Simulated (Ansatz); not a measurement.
The system is MoS2.

```
Mo S
1.0
     3.16900    0.00000    0.00000
    -1.58450    2.74443    0.00000
     0.00000    0.00000   12.32400
Mo S
2 4
Direct
  0.66667 0.33333 0.75000
  0.33333 0.66667 0.25000
  0.66667 0.33333 0.37700
  0.33333 0.66667 0.87700
  0.66667 0.33333 0.12300
  0.33333 0.66667 0.62300
```

Base run:

| Property | Result |
| --- | --- |
| Program | Ansatz 0.2.0 |
| Functional | LDA |
| Potentials or basis | all-electron LAPW, scalar-relativistic |
| Cutoff | 241 eV |
| Density cutoff | 964 eV |
| Basis error allowed | 0.002 eV/atom |
| k mesh | 10 × 10 × 3 |
| Occupations | fermi-dirac, width 0.05 eV |
| Spin | no spin polarisation |

Its results: band gap on the k mesh 0.85 eV, indirect (least direct gap 1.86 eV); pressure -5.6 GPa; largest force 0.477 eV/Å.

Q: The run is repeated on the same cell with these changes: functional from LDA to PBEsol. What comes out?

A: Band gap on the k mesh 0.88 eV, indirect (least direct gap 1.87 eV); pressure -2.9 GPa; largest force 0.312 eV/Å.

PBEsol binds less tightly than LDA, so the same cell stands under more pressure.

Caveats: this functional lacks dispersion, which binds the layers, so the pressure and a relaxed spacing across them are unreliable (some runs).

A k mesh can miss the band edges.

Not every run made on this cell is shown here.
